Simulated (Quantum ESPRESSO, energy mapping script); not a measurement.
# NiO: exchange couplings from total energies, part 2 of 3

Aim: the exchange couplings of NiO from the energies of a few collinear orders, and the ordering temperature that they give.

PBE with U = 6 eV on Ni d, ortho-atomic projectors; plane waves, U on orthogonalised atomic orbitals unless named otherwise, collinear spin, no spin–orbit coupling.

So far. Step 3 (Parallel start in cell A (4 atoms)): The run ends ferromagnetic.

### 4. Run 2 (compensated +−; cell A, 4 atoms)

Level of this step: PBE with U = 6 eV on Ni d, ortho-atomic projectors, GBRV potentials (Quantum ESPRESSO).

This order reverses 8 of the 12 neighbours at 2.95 Å, 0 of the 6 neighbours at 4.17 Å and 16 of the 24 neighbours at 5.11 Å, counted for an average magnetic atom.

File pw.in:

```
&control
  calculation = 'scf'
  prefix = 'pw'
  outdir = './tmp/'
  pseudo_dir = './pseudo/'
  verbosity = 'low'
/
&system
  ibrav = 0
  nat = 4
  ntyp = 3
  ecutwfc = 45
  ecutrho = 360
  nbnd = 36
  occupations = 'smearing'
  smearing = 'fd'
  degauss = 0.00367493
  nspin = 2
  starting_magnetization(1) = 0.1111
  starting_magnetization(2) = -0.1111
/
&electrons
  conv_thr = 1.0e-08
  electron_maxstep = 120
  mixing_beta = 0.3
  mixing_mode = 'plain'
/
ATOMIC_SPECIES
  Ni1 58.6934 Ni.upf
  Ni2 58.6934 Ni.upf
  O 15.9990 O.upf
CELL_PARAMETERS angstrom
  0.00000000 -2.08590164 -2.08590164
  0.00000000 2.08590164 -2.08590164
  4.17180328 0.00000000 0.00000000
ATOMIC_POSITIONS crystal
  Ni1 0.50000000 0.50000000 0.50000000
  Ni2 0.00000000 0.00000000 0.00000000
  O 0.50000000 0.50000000 0.00000000
  O 0.00000000 0.00000000 0.50000000
K_POINTS automatic
  7 7 5 0 0 0
HUBBARD {ortho-atomic}
U Ni1-3d 6
U Ni2-3d 6
```

Started as:

```
$ OMP_NUM_THREADS=1 mpirun -n 4 pw.x -nk 4 -in pw.in > pw.out
```

The program printed:

```text
[banner, memory and clock lines left out]
Program PWSCF v.7.5 starts
[...]
unit-cell volume          =     244.9842 (a.u.)^3
     number of atoms/cell      =            4
[...]
number of electrons       =        48.00
     number of Kohn-Sham states=           36
     kinetic-energy cutoff     =      45.0000  Ry
     charge density cutoff     =     360.0000  Ry
     scf convergence threshold =      1.0E-08
[...]
Exchange-correlation= SLA  PW   PBE  PBE
[...]
Hubbard projectors: ortho-atomic
     Hubbard parameters of DFT+U (Dudarev formulation) in eV:
[...]
atomic species   magnetization
[...]
16 Sym. Ops., with inversion, found
[...]
number of k points=    30  Fermi-Dirac smearing, width (Ry)=  0.0037
[...]
Number of occupied Hubbard levels =   16.0000
     Atomic wfc used for Hubbard projectors are orthogonalized
[...]
iteration #  1     ecut=    45.00 Ry     beta= 0.30
[...]
Number of occupied Hubbard levels =    8.2227
     total energy              =    -735.32808166 Ry
     estimated scf accuracy    <      54.38435256 Ry
     total magnetization       =     0.00 Bohr mag/cell
     absolute magnetization    =     5.19 Bohr mag/cell
     iteration #  2     ecut=    45.00 Ry     beta= 0.30
[...]
total energy              =    -747.63797992 Ry
     estimated scf accuracy    <      21.72966531 Ry
     total magnetization       =     0.00 Bohr mag/cell
     absolute magnetization    =     0.30 Bohr mag/cell
     iteration #  3     ecut=    45.00 Ry     beta= 0.30
[...]
total energy              =    -750.41603139 Ry
     estimated scf accuracy    <       0.82014192 Ry
     total magnetization       =     0.00 Bohr mag/cell
     absolute magnetization    =     3.83 Bohr mag/cell
[...]
total energy              =    -750.83714511 Ry
[...]
iteration # 12     ecut=    45.00 Ry     beta= 0.30
[...]
total energy              =    -750.83714556 Ry
     estimated scf accuracy    <       0.00000004 Ry
     total magnetization       =    -0.00 Bohr mag/cell
     absolute magnetization    =     3.82 Bohr mag/cell
     iteration # 13     ecut=    45.00 Ry     beta= 0.30
[...]
Magnetic moment per site  (integrated on atomic sphere of radius R)
     atom   1 (R=0.292)  charge= 15.6045  magn=  1.7377
     atom   2 (R=0.292)  charge= 15.6045  magn= -1.7377
     atom   3 (R=0.292)  charge=  5.7410  magn= -0.0712
[...]
SPIN  2
     eigenvalues:
[...]
eigenvectors (columns):
[...]
occupation matrix ns (before diag.):
[...]
------------------------ ATOM    2 ------------------------
     Tr[ns(  2)] (up, down, total) =   3.21815  4.97544  8.19359
     Atomic magnetic moment for atom   2 =  -1.75730
     SPIN  1
     eigenvalues:
[...]
eigenvectors (columns):
[...]
occupation matrix ns (before diag.):
[...]
SPIN  2
     eigenvalues:
[...]
eigenvectors (columns):
[...]
occupation matrix ns (before diag.):
[...]
0.000  0.000  0.000  0.997 -0.000
       0.000  0.000  0.000 -0.000  0.994
     Number of occupied Hubbard levels =   16.3872
 ------ SPIN UP ------------
          k = 0.0000 0.0000 0.0000 (  1245 PWs)   bands (ev):
   -90.9412 -88.5155 -51.3128 -51.3029 -51.3029 -48.9592 -48.9499 -48.9499
    -5.4649  -3.9789   7.5464   7.7414   7.8043   8.1592   8.3585   8.3585
     9.0302  10.0453  10.0453  10.6047  10.6047  12.0207  12.0313  12.0313
[...]
32.0640  33.1942  33.1942  33.2002
          k = 0.1414 0.0000 0.0000 (  1241 PWs)   bands (ev):
[...]
31.0520  32.2545  32.2545  33.4536
          k = 0.2828 0.0000 0.0000 (  1241 PWs)   bands (ev):
[...]
30.8673  30.8673  31.2529  31.2529
          k = 0.0000 0.1010-0.1010 (  1252 PWs)   bands (ev):
[...]
k = 0.1414 0.1010-0.1010 (  1245 PWs)   bands (ev):
[...]
k = 0.2828 0.1010-0.1010 (  1237 PWs)   bands (ev):
[...]
[... cut ...]
[...]
------ SPIN DOWN ----------
          k = 0.0000 0.0000 0.0000 (  1245 PWs)   bands (ev):
[...]
k = 0.1414 0.0000 0.0000 (  1241 PWs)   bands (ev):
[...]
k = 0.2828 0.0000 0.0000 (  1241 PWs)   bands (ev):
[...]
k = 0.1414 0.0000-0.6061 (  1262 PWs)   bands (ev):
[...]
30.2135  30.6636  32.1772  32.2979
          k = 0.2828 0.0000-0.6061 (  1255 PWs)   bands (ev):
[...]
9.0461   9.8218   9.9378  10.1658  10.6864  10.8602  10.9312  11.9254
    16.6173  17.1678  22.6018  23.1248  24.7537  24.8103  25.1758  25.4024
    28.6642  29.0111  34.7771  34.8974
     the Fermi energy is    14.7749 ev
!    total energy              =    -750.83714599 Ry
     estimated scf accuracy    <          8.9E-10 Ry
     smearing contrib. (-TS)   =      -0.00000000 Ry
     internal energy E=F+TS    =    -750.83714599 Ry
     The total energy is F=E-TS. E is the sum of the following terms:
     one-electron contribution =    -431.73330169 Ry
     hartree contribution      =     245.15803589 Ry
     xc contribution           =     -85.93446119 Ry
     ewald contribution        =    -478.44661533 Ry
     Hubbard energy            =       0.11919633 Ry
     total magnetization       =     0.00 Bohr mag/cell
     absolute magnetization    =     3.82 Bohr mag/cell
     convergence has been achieved in  13 iterations
```

Elapsed: 14 s, on 4 MPI ranks of Arm Neoverse V2, shared host; peak memory 0.4 GiB; 54 s of CPU time.

Spin moment in the sphere by atom:

| atom | spin moment in the sphere (μB) |
| --- | --- |
| Ni1 | 1.74 |
| Ni2 | -1.74 |
| O3 | -0.07 |
| O4 | 0.07 |

The run ends antiferromagnetic, 10.67 meV a magnetic atom above the parallel order of its cell.

### 5. Order 3: parallel, cell B of 4 atoms

A new cell needs its own zero of energy.

This run holds the same structure in another cell (c 4.172 → 5.109 Å, α 90.0 → 73.2°, β 90.0 → 73.2°, γ 90.0 → 60.0°).

File pw.in:

```
&control
  calculation = 'scf'
  prefix = 'pw'
  outdir = './tmp/'
  pseudo_dir = './pseudo/'
  verbosity = 'low'
/
&system
  ibrav = 0
  nat = 4
  ntyp = 2
  ecutwfc = 45
  ecutrho = 360
  nbnd = 38
  occupations = 'smearing'
  smearing = 'fd'
  degauss = 0.00367493
  nspin = 2
  starting_magnetization(1) = 0.1111
/
&electrons
  conv_thr = 1.0e-08
  electron_maxstep = 120
  mixing_beta = 0.3
  mixing_mode = 'plain'
/
ATOMIC_SPECIES
  Ni 58.6934 Ni.upf
  O 15.9990 O.upf
CELL_PARAMETERS angstrom
  0.00000000 -2.08590164 -2.08590164
  -2.08590164 0.00000000 -2.08590164
  2.08590164 2.08590164 -4.17180328
ATOMIC_POSITIONS crystal
  Ni 0.50000000 0.50000000 0.50000000
  Ni 0.00000000 0.00000000 0.00000000
  O 0.75000000 0.75000000 0.75000000
  O 0.25000000 0.25000000 0.25000000
K_POINTS automatic
  8 8 8 0 0 0
HUBBARD {ortho-atomic}
U Ni-3d 6
```

The program printed:

```text
[banner, memory and clock lines left out]
Program PWSCF v.7.5 starts
[...]
unit-cell volume          =     244.9842 (a.u.)^3
     number of atoms/cell      =            4
[...]
number of electrons       =        48.00
     number of Kohn-Sham states=           38
     kinetic-energy cutoff     =      45.0000  Ry
     charge density cutoff     =     360.0000  Ry
[...]
The total energy is F=E-TS. E is the sum of the following terms:
     one-electron contribution =    -431.78702671 Ry
     hartree contribution      =     245.21154915 Ry
     xc contribution           =     -85.93810402 Ry
     ewald contribution        =    -478.44661533 Ry
     Hubbard energy            =       0.12146155 Ry
     total magnetization       =     4.00 Bohr mag/cell
     absolute magnetization    =     4.03 Bohr mag/cell
     convergence has been achieved in  12 iterations
[key lines of the parts left out:]
!    total energy              =    -750.83873537 Ry
the Fermi energy is    14.7689 ev
```

Wall time 29 s (4 MPI ranks); peak memory 0.46 GiB; 1.9 min of CPU time.

The run ends ferromagnetic. For each magnetic atom its energy differs from the parallel run of the first cell by -0.14 meV, an error that one common reference would have brought in.

### 6. Run 4 (compensated +−; cell B, 4 atoms)

This order reverses 6 of the 12 neighbours at 2.95 Å, 6 of the 6 neighbours at 4.17 Å and 12 of the 24 neighbours at 5.11 Å, counted for an average magnetic atom.

pw.in, as its differences from that of step 5:

```diff
@@ -10,6 +10,6 @@
   nat = 4
-  ntyp = 2
+  ntyp = 3
   ecutwfc = 45
   ecutrho = 360
-  nbnd = 38
+  nbnd = 36
   occupations = 'smearing'
@@ -19,2 +19,3 @@
   starting_magnetization(1) = 0.1111
+  starting_magnetization(2) = -0.1111
 /
@@ -27,3 +28,4 @@
 ATOMIC_SPECIES
-  Ni 58.6934 Ni.upf
+  Ni1 58.6934 Ni.upf
+  Ni2 58.6934 Ni.upf
   O 15.9990 O.upf
@@ -34,4 +36,4 @@
 ATOMIC_POSITIONS crystal
-  Ni 0.50000000 0.50000000 0.50000000
-  Ni 0.00000000 0.00000000 0.00000000
+  Ni1 0.50000000 0.50000000 0.50000000
+  Ni2 0.00000000 0.00000000 0.00000000
   O 0.75000000 0.75000000 0.75000000
@@ -41,2 +43,3 @@
 HUBBARD {ortho-atomic}
-U Ni-3d 6
+U Ni1-3d 6
+U Ni2-3d 6
```

The program printed:

```text
[banner, memory and clock lines left out]
Program PWSCF v.7.5 starts
[...]
unit-cell volume          =     244.9842 (a.u.)^3
     number of atoms/cell      =            4
[...]
number of electrons       =        48.00
     number of Kohn-Sham states=           36
     kinetic-energy cutoff     =      45.0000  Ry
     charge density cutoff     =     360.0000  Ry
[...]
The total energy is F=E-TS. E is the sum of the following terms:
     one-electron contribution =    -432.02852357 Ry
     hartree contribution      =     245.40907601 Ry
     xc contribution           =     -85.92591592 Ry
     ewald contribution        =    -478.44661533 Ry
     Hubbard energy            =       0.13788431 Ry
     total magnetization       =     0.00 Bohr mag/cell
     absolute magnetization    =     3.62 Bohr mag/cell
     convergence has been achieved in  16 iterations
[key lines of the parts left out:]
!    total energy              =    -750.85409450 Ry
the Fermi energy is    14.6896 ev
```

Elapsed: 36 s, on 4 MPI ranks; peak memory 0.47 GiB; 2.4 min of CPU time.

The run ends antiferromagnetic, 104.49 meV a magnetic atom below the parallel order of its cell.

### 7. Order 5: parallel, cell C of 6 atoms

The parallel order again, as the reference for this cell.

File pw.in:

```
&control
  calculation = 'scf'
  prefix = 'pw'
  outdir = './tmp/'
  pseudo_dir = './pseudo/'
  verbosity = 'low'
/
&system
  ibrav = 0
  nat = 6
  ntyp = 2
  ecutwfc = 45
  ecutrho = 360
  nbnd = 55
  occupations = 'smearing'
  smearing = 'fd'
  degauss = 0.00367493
  nspin = 2
  starting_magnetization(1) = 0.1111
/
&electrons
  conv_thr = 1.5e-08
  electron_maxstep = 120
  mixing_beta = 0.3
  mixing_mode = 'plain'
/
ATOMIC_SPECIES
  Ni 58.6934 Ni.upf
  O 15.9990 O.upf
CELL_PARAMETERS angstrom
  0.00000000 2.08590164 2.08590164
  -2.08590164 0.00000000 -2.08590164
  -4.17180328 -4.17180328 4.17180328
ATOMIC_POSITIONS crystal
  Ni 0.00000000 0.00000000 0.00000000
  Ni 0.33333333 0.66666667 0.66666667
  Ni 0.66666667 0.33333333 0.33333333
  O 0.66666667 0.33333333 0.83333333
  O 0.00000000 0.00000000 0.50000000
  O 0.33333333 0.66666667 0.16666667
K_POINTS automatic
  8 8 3 0 0 0
HUBBARD {ortho-atomic}
U Ni-3d 6
```

The program printed:

```text
[banner, memory and clock lines left out]
Program PWSCF v.7.5 starts
[...]
unit-cell volume          =     367.4763 (a.u.)^3
     number of atoms/cell      =            6
[...]
number of electrons       =        72.00
     number of Kohn-Sham states=           55
     kinetic-energy cutoff     =      45.0000  Ry
     charge density cutoff     =     360.0000  Ry
[...]
The total energy is F=E-TS. E is the sum of the following terms:
     one-electron contribution =    -647.68132791 Ry
     hartree contribution      =     367.81818993 Ry
     xc contribution           =    -128.90723735 Ry
     ewald contribution        =    -717.66992300 Ry
     Hubbard energy            =       0.18219673 Ry
     total magnetization       =     6.00 Bohr mag/cell
     absolute magnetization    =     6.04 Bohr mag/cell
     convergence has been achieved in  13 iterations
[key lines of the parts left out:]
!    total energy              =   -1126.25810160 Ry
the Fermi energy is    14.8529 ev
```

Run time: 28 s. Hardware: 4 MPI ranks; peak memory 0.53 GiB.

The run ends ferromagnetic. For each magnetic atom its energy differs from the parallel run of the first cell by -0.14 meV, an error that one common reference would have brought in.

### 8. Uncompensated ++− start in cell C (6 atoms)

This order reverses 4 of the 12 neighbours at 2.95 Å, 4 of the 6 neighbours at 4.17 Å and 12 of the 24 neighbours at 5.11 Å, counted for an average magnetic atom.

pw.in, as its differences from that of step 7:

```diff
@@ -10,6 +10,6 @@
   nat = 6
-  ntyp = 2
+  ntyp = 3
   ecutwfc = 45
   ecutrho = 360
-  nbnd = 55
+  nbnd = 53
   occupations = 'smearing'
@@ -19,2 +19,3 @@
   starting_magnetization(1) = 0.1111
+  starting_magnetization(2) = -0.1111
 /
@@ -27,3 +28,4 @@
 ATOMIC_SPECIES
-  Ni 58.6934 Ni.upf
+  Ni1 58.6934 Ni.upf
+  Ni2 58.6934 Ni.upf
   O 15.9990 O.upf
@@ -34,5 +36,5 @@
 ATOMIC_POSITIONS crystal
-  Ni 0.00000000 0.00000000 0.00000000
-  Ni 0.33333333 0.66666667 0.66666667
-  Ni 0.66666667 0.33333333 0.33333333
+  Ni1 0.00000000 0.00000000 0.00000000
+  Ni1 0.33333333 0.66666667 0.66666667
+  Ni2 0.66666667 0.33333333 0.33333333
   O 0.66666667 0.33333333 0.83333333
@@ -43,2 +45,3 @@
 HUBBARD {ortho-atomic}
-U Ni-3d 6
+U Ni1-3d 6
+U Ni2-3d 6
```

The program printed:

```text
[banner, memory and clock lines left out]
Program PWSCF v.7.5 starts
[...]
unit-cell volume          =     367.4763 (a.u.)^3
     number of atoms/cell      =            6
[...]
number of electrons       =        72.00
     number of Kohn-Sham states=           53
     kinetic-energy cutoff     =      45.0000  Ry
     charge density cutoff     =     360.0000  Ry
[...]
The total energy is F=E-TS. E is the sum of the following terms:
     one-electron contribution =    -647.93560368 Ry
     hartree contribution      =     368.02544348 Ry
     xc contribution           =    -128.89369642 Ry
     ewald contribution        =    -717.66992300 Ry
     Hubbard energy            =       0.19964183 Ry
     total magnetization       =     2.00 Bohr mag/cell
     absolute magnetization    =     5.61 Bohr mag/cell
     convergence has been achieved in  16 iterations
[key lines of the parts left out:]
!    total energy              =   -1126.27413780 Ry
the Fermi energy is    14.5569 ev
```

Wall time 33 s (4 MPI ranks); peak memory 0.53 GiB.

The run ends ferrimagnetic, 72.73 meV a magnetic atom below the parallel order of its cell.

### 9. Order 7: parallel, cell D of 6 atoms

The parallel order again, as the reference for this cell.

This run holds the same structure in another cell (c 7.226 → 6.596 Å, α 90.0 → 102.9°, β 90.0 → 102.9°, γ 120.0 → 90.0°).

File pw.in:

```
&control
  calculation = 'scf'
  prefix = 'pw'
  outdir = './tmp/'
  pseudo_dir = './pseudo/'
  verbosity = 'low'
/
&system
  ibrav = 0
  nat = 6
  ntyp = 2
  ecutwfc = 45
  ecutrho = 360
  nbnd = 55
  occupations = 'smearing'
  smearing = 'fd'
  degauss = 0.00367493
  nspin = 2
  starting_magnetization(1) = 0.1111
/
&electrons
  conv_thr = 1.5e-08
  electron_maxstep = 120
  mixing_beta = 0.3
  mixing_mode = 'plain'
/
ATOMIC_SPECIES
  Ni 58.6934 Ni.upf
  O 15.9990 O.upf
CELL_PARAMETERS angstrom
  0.00000000 2.08590164 2.08590164
  0.00000000 2.08590164 -2.08590164
  -6.25770492 -2.08590164 0.00000000
ATOMIC_POSITIONS crystal
  Ni 0.00000000 0.00000000 0.00000000
  Ni 0.33333333 0.33333333 0.66666667
  Ni 0.66666667 0.66666667 0.33333333
  O 0.83333333 0.83333333 0.66666667
  O 0.16666667 0.16666667 0.33333333
  O 0.50000000 0.50000000 0.00000000
K_POINTS automatic
  7 7 7 0 0 0
HUBBARD {ortho-atomic}
U Ni-3d 6
```

The program printed:

```text
[banner, memory and clock lines left out]
Program PWSCF v.7.5 starts
[...]
unit-cell volume          =     367.4763 (a.u.)^3
     number of atoms/cell      =            6
[...]
number of electrons       =        72.00
     number of Kohn-Sham states=           55
     kinetic-energy cutoff     =      45.0000  Ry
     charge density cutoff     =     360.0000  Ry
[...]
The total energy is F=E-TS. E is the sum of the following terms:
     one-electron contribution =    -647.68140965 Ry
     hartree contribution      =     367.81831191 Ry
     xc contribution           =    -128.90725714 Ry
     ewald contribution        =    -717.66992300 Ry
     Hubbard energy            =       0.18219277 Ry
     total magnetization       =     6.00 Bohr mag/cell
     absolute magnetization    =     6.04 Bohr mag/cell
     convergence has been achieved in  13 iterations
[key lines of the parts left out:]
!    total energy              =   -1126.25808511 Ry
the Fermi energy is    14.7579 ev
```

The job ended after 42 s (4 MPI ranks; peak memory 0.59 GiB; 2.8 min of CPU time).

The run ends ferromagnetic. For each magnetic atom its energy differs from the parallel run of the first cell by -0.06 meV, an error that one common reference would have brought in.

### 10. Run 8 (uncompensated ++−; cell D, 6 atoms)

This order reverses 5.33 of the 12 neighbours at 2.95 Å, 1.33 of the 6 neighbours at 4.17 Å and 16 of the 24 neighbours at 5.11 Å, counted for an average magnetic atom.

pw.in, as its differences from that of step 9:

```diff
@@ -10,6 +10,6 @@
   nat = 6
-  ntyp = 2
+  ntyp = 3
   ecutwfc = 45
   ecutrho = 360
-  nbnd = 55
+  nbnd = 53
   occupations = 'smearing'
@@ -19,2 +19,3 @@
   starting_magnetization(1) = 0.1111
+  starting_magnetization(2) = -0.1111
 /
@@ -27,3 +28,4 @@
 ATOMIC_SPECIES
-  Ni 58.6934 Ni.upf
+  Ni1 58.6934 Ni.upf
+  Ni2 58.6934 Ni.upf
   O 15.9990 O.upf
@@ -34,5 +36,5 @@
 ATOMIC_POSITIONS crystal
-  Ni 0.00000000 0.00000000 0.00000000
-  Ni 0.33333333 0.33333333 0.66666667
-  Ni 0.66666667 0.66666667 0.33333333
+  Ni1 0.00000000 0.00000000 0.00000000
+  Ni1 0.33333333 0.33333333 0.66666667
+  Ni2 0.66666667 0.66666667 0.33333333
   O 0.83333333 0.83333333 0.66666667
@@ -43,2 +45,3 @@
 HUBBARD {ortho-atomic}
-U Ni-3d 6
+U Ni1-3d 6
+U Ni2-3d 6
```

The program printed:

```text
[banner, memory and clock lines left out]
Program PWSCF v.7.5 starts
[...]
unit-cell volume          =     367.4763 (a.u.)^3
     number of atoms/cell      =            6
[...]
number of electrons       =        72.00
     number of Kohn-Sham states=           53
     kinetic-energy cutoff     =      45.0000  Ry
     charge density cutoff     =     360.0000  Ry
[...]
The total energy is F=E-TS. E is the sum of the following terms:
     one-electron contribution =    -647.73460987 Ry
     hartree contribution      =     367.85418413 Ry
     xc contribution           =    -128.89931143 Ry
     ewald contribution        =    -717.66992300 Ry
     Hubbard energy            =       0.18695443 Ry
     total magnetization       =     2.00 Bohr mag/cell
     absolute magnetization    =     5.75 Bohr mag/cell
     convergence has been achieved in  13 iterations
[key lines of the parts left out:]
!    total energy              =   -1126.26270574 Ry
the Fermi energy is    14.8465 ev
```

It took 41 s on 4 MPI ranks; peak memory 0.58 GiB; 2.7 min of CPU time.

The run ends ferrimagnetic, 20.96 meV a magnetic atom below the parallel order of its cell.

(Continued in part 3 of 3.)

[Logs and program files are shortened in this print: banners, set-up blocks, solver, clock and traceback lines can be left out without a mark of their own.]

[Logs are printed without paths, hosts, clocks, repeated set-up lines and the standing remarks that a program may print on its own settings, such as how far it seeks lower states.]

[Hosts, paths, dates, database ids (printed as entryN), source tags and the programs' standing remarks are cut or masked in the printed files.]

[Where a cell is said to come from a database of computed structures, the database is the Materials Project.]
